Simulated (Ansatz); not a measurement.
Runs of Ansatz 0.2.0 on TaSi2. Symmetry: P6_222, No. 180, hexagonal system. Conventional cell: a = 4.780 Å, b = 4.780 Å, c = 6.564 Å, α = 90.00°, β = 90.00°, γ = 120.00°. Ta (site symmetry 222) has 10 Si at 2.59 to 2.76 Å as nearest neighbours. Si (site symmetry 2) has 5 Si at 2.59 to 2.76 Å and 5 Ta at 2.59 to 2.76 Å as nearest neighbours. 

```tsv
level	U	hubbard projectors	double counting	gap on the mesh (eV)	pressure (GPa)	largest force (eV/Å)
PBEsol+U	Ta d U = 4 eV	ortho-atomic (the default)	fll (the default)	none	-0.1	0.80
PBEsol+U	Ta d U = 6 eV	ortho-atomic (the default)	fll (the default)	none	0.7	0.83
PBEsol	-	-	-	none	-1.3	(a)
PBEsol+U	Ta d U = 5 eV	ortho-atomic (the default)	fll (the default)	none	0.3	0.81
PBEsol+U	Ta d U = 8 eV	ortho-atomic (the default)	fll (the default)	none	1.6	0.86
PBEsol+U	Ta d U = 2 eV	ortho-atomic (the default)	fll (the default)	none	-0.7	0.77
PBEsol+U	Ta d U = 1 eV	ortho-atomic (the default)	fll (the default)	none	-1.0	0.76
PBEsol+U	Ta d U = 3 eV	ortho-atomic (the default)	fll (the default)	none	(b)	0.78
```

Alike in all rows: task projected density of states; potentials or basis Ansatz PAW; no spin polarisation; cell as given; k mesh 7 × 7 × 4; cutoff (eV) 420; smearing fermi-dirac 0.05 eV.

Q: Estimate the missing entries.

A: (a) 0.75; (b) -0.4.

Caveats: the cell's inner coordinates are idealised or old, which leaves forces on the atoms; the PAW data sets come from PBE, with cores solved anew for the run's functional, which leaves a small shift of forces and pressure; the density of states is complete only up to the lowest level of the last band computed; U without spin polarisation on a metal has little footing (some runs); the U is typed as a test and isn't derived for this compound (some runs).

A k mesh can miss the band edges, and the runs leave out spin-orbit coupling on Ta.

A gap of «none» marks a metal or a gap under the smearing width.
